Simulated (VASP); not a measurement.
Runs of VASP 6.6.1 on CdS. Symmetry: Fm-3m, No. 225, cubic system. The conventional cell has a = 5.506 Å, b = 5.506 Å, c = 5.506 Å, α = 90.00°, β = 90.00°, γ = 90.00°. Around Cd (site symmetry m-3m) lie 6 S at 2.75 Å. S (site symmetry m-3m) has 6 Cd at 2.75 Å as nearest neighbours. Measurements of this composition are mostly on another form, of space group No. 186.

```tsv
task	spin	cell	cutoff (eV)	gap on the mesh (eV)	pressure (GPa)	relaxed volume (Å³/atom)
relaxation of cell and atoms	SOC, no magnetisation	relaxed	600	-	0.0	19.77
relaxation of cell and atoms	off	relaxed	600	0.13	0.0	19.78
band structure	SOC, no magnetisation	as given	520	-	(b)	-
band structure	off	as given	520	0.14	(a)	-
```

Alike in all rows: level PBEsol; potentials or basis VASP PAW PBE potentials, release 64 (Cd, S); k mesh 6 × 6 × 6; smearing fermi-dirac 0.05 eV.

**Question.** Estimate the missing entries.

**Answer.** (a) -3.9; (b) -4.0.

Caveats: the PAW data sets were made with another functional, which shifts forces and pressure a little.

A k mesh can miss the band edges, and rows without SOC leave out spin-orbit coupling on Cd.
